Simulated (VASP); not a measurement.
A run of VASP 6.6.1:

File INCAR:

```
PREC = Accurate
ENCUT = 480
EDIFF = 1E-7
ISMEAR = 0
SIGMA = 0.1
LREAL = F
LASPH = T
NELM = 100
ALGO = Normal
ISIF = 3
LWAVE = F
LCHARG = F
GGA = PS
IBRION = 2
NSW = 90
EDIFFG = -0.005
```

File KPOINTS:

```
Automatic mesh
0
Gamma
  9 9 6
```

Contents of POSCAR:

```
Te
1.0
    4.6013525200      0.0000000000      0.0000000000
   -2.3006762600      3.9848881700      0.0000000000
    0.0000000000      0.0000000000      5.9000620000
Te
3
Direct
    0.2566971700      0.0000000000      0.3333333300
    0.0000000000      0.2566971700      0.6666666700
    0.7433028300      0.7433028300      0.0000000000
```

Potentials or basis: VASP PAW PBE potentials, release 64 (Te).

Run with:

```bash
$ cat potpaw_PBE.64/Te/POTCAR > POTCAR
$ mpirun -np 1 vasp_std > vasp.out
```

Hardware: 1 thread of Intel(R) Xeon(R) 6975P-C (Granite Rapids), on a shared host.

Estimate the wall time of this run.

It took 4.1 min on 1 thread of Intel(R) Xeon(R) 6975P-C (Granite Rapids), with other jobs on the host, peak memory 0.26 GiB. Counts: scf iterations 115, k points 62, ion steps 15.
